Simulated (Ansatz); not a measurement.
# Re (P6_3/mmc) under several functionals

**Experimental background.**

From “Structural evolution of Re (0001) thin films grown on Nb (110) surfaces by molecular beam epitaxy”, 2010, arxiv:1008.4577, for a bulk crystal of Re at 300 K: lattice constant a 2.761 Å.

Plane-wave DFT in Ansatz with scalar-relativistic PAW potentials. The same structure was relaxed (cell and atoms, symmetry kept) in separate runs at each level. No spin polarisation.

How do the levels PBE, PBE+D3(BJ), PBEsol, r2SCAN compare?

| level | cutoff (eV) | k mesh | V (Å³/atom) | a (Å) | c (Å) |
| --- | --- | --- | --- | --- | --- |
| PBEsol | 420 | 18×18×6 | 14.545 | 2.752 | 8.869 |
| PBE+D3(BJ) | 420 | 18×18×6 | 14.654 | 2.759 | 8.893 |
| r2SCAN | 500 | 18×18×6 | 14.686 | 2.760 | 8.903 |
| PBE | 420 | 18×18×6 | 14.941 | 2.777 | 8.951 |

The usual order of volumes, PBEsol < PBE, holds here (14.545, 14.941 Å³/atom). As a rule PBEsol, built on the gradient expansion of slowly varying densities, lies between LDA and PBE; PBE's stronger gradient term for exchange weakens bonds. Adding D3 to PBE changes the volume by -1.9 %; the term is attractive, so it pulls cells in. In metals the pairwise form ignores screening by the conduction electrons and often pulls in too far. r2SCAN lies 1.7 % under PBE in volume.

For PBE: Measured lattice constant a of Re: 2.761 Å (300 K; quoted in “Structural evolution of Re (0001) thin films grown on Nb (110) surfaces by molecular beam epitaxy”, 2010, arxiv:1008.4577). This calculation gives 2.777 Å (+0.6 %). The measured c of this compound is far from this cell's, so the row may belong to another stacking. The calculations are for 0 K without zero-point motion, and in metals axial ratios are sensitive to mesh and smearing.

Spin–orbit coupling is left out, which can shift energies with elements as heavy as these.